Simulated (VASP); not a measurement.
Here is a VASP 6.6.1 calculation.

The input POSCAR:

```
GaSb
1.0
    0.0000000000      3.0590000000      3.0590000000
    3.0590000000      0.0000000000      3.0590000000
    3.0590000000      3.0590000000      0.0000000000
Sb Ga
1 1
Direct
    0.7500000000      0.7500000000      0.7500000000
    0.0000000000      0.0000000000      0.0000000000
```

File INCAR.step1:

```
ALGO     = Normal         # electronic algorithm
EDIFF    = 1E-5           # SCF threshold, eV
ENCUT    = 600            # plane-wave cutoff, eV
GGA      = PE             # functional
ISMEAR   = -1             # smearing method
LASPH    = T              # aspherical terms in the spheres
LCHARG   = F              # write CHGCAR
LREAL    = F              # projectors in reciprocal space
LWAVE    = T              # write WAVECAR
NELM     = 100            # most SCF steps
PREC     = Accurate       # precision mode
SIGMA    = 0.05           # smearing width, eV
```

Contents of INCAR.step2:

```
AEXX     = 1.0            # exact-exchange fraction
AGGAC    = 0.0          
ALDAC    = 0.0          
ALGO     = Normal         # electronic algorithm
EDIFF    = 1E-6           # SCF threshold, eV
EDIFFG   = -0.005         # ionic threshold
ENCUT    = 600            # plane-wave cutoff, eV
GGA      = PE             # functional
IBRION   = 2              # ionic algorithm
ISIF     = 3              # what is computed and relaxed
ISMEAR   = -1             # smearing method
ISTART   = 1            
LASPH    = T              # aspherical terms in the spheres
LCHARG   = F              # write CHGCAR
LHFCALC  = T              # exact exchange
LREAL    = F              # projectors in reciprocal space
LWAVE    = F              # write WAVECAR
NELM     = 100            # most SCF steps
NSW      = 40             # ionic steps
PREC     = Accurate       # precision mode
PRECFOCK = Fast         
SIGMA    = 0.05           # smearing width, eV
```

KPOINTS

```
k-points
0
Gamma
  4 4 4
```

Potentials or basis: VASP PAW PBE potentials, release 64 (Sb, Ga_d).

Run with:

```console
$ cat potpaw_PBE.64/Sb/POTCAR potpaw_PBE.64/Ga_d/POTCAR > POTCAR
$ cp INCAR.step1 INCAR
$ mpirun -np 1 vasp_std > vasp.out
$ cp INCAR.step2 INCAR
$ mpirun -np 1 vasp_std > vasp.out
```

(1) Predict the relaxed volume.

(2) Predict the space group after relaxing (to 0.05 Å).

(3) Estimate the band gap on the k mesh.

(4) Estimate the relaxed cell.

Results:

(1) 21.11 Å³/atom.

(2) F-43m (No. 216).

(3) 11.71 eV, indirect (least direct gap 13.72 eV).

(4) a = 3.909 Å, b = 3.909 Å, c = 3.909 Å, α = 60.00°, β = 60.00°, γ = 60.00°.

Caveat: the k mesh is coarse (spacing up to 0.44 Å⁻¹), so the values aren't converged, least of all with exact exchange; the volume moved by over 15 % at a fixed basis, so the end points are rough; the PAW data sets were made with another functional, which shifts forces and pressure a little; spin-orbit coupling is left out, which moves the levels of the heavy elements; the volume moved by -26 % from the deposited cell, more than functionals usually miss.
